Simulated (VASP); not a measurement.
Input of a VASP 6.6.1 run:

Contents of INCAR:

```
ALGO = Normal
EDIFF = 1E-7
ENCUT = 520
GGA = PE
ISIF = 2
ISMEAR = -1
LASPH = T
LCHARG = T
LELF = T
LREAL = F
LVHAR = T
LWAVE = F
NBANDS = 20
NELM = 100
PREC = Accurate
SIGMA = 0.05
```

The input KPOINTS:

```
k-points
0
Gamma
  10 10 8
```

File POSCAR:

```
Ga
1.0
    1.3830000000     -4.0265000000      0.0000000000
    1.3830000000      4.0265000000      0.0000000000
   -0.1174474948      0.0000000000      3.3299294416
Ga
2
Direct
    0.1310000000      0.8690000000      0.7500000000
    0.8690000000      0.1310000000      0.2500000000
```

Potentials or basis: VASP PAW PBE potentials, release 64 (Ga_d).

Command:

```bash
$ cat potpaw_PBE.64/Ga_d/POTCAR > POTCAR
$ mpirun -np 1 vasp_std > vasp.out
```

(1) Estimate the largest force.

(2) Estimate the pressure.

Results:

(1) 0.203 eV/Å.

(2) 1.8 GPa.
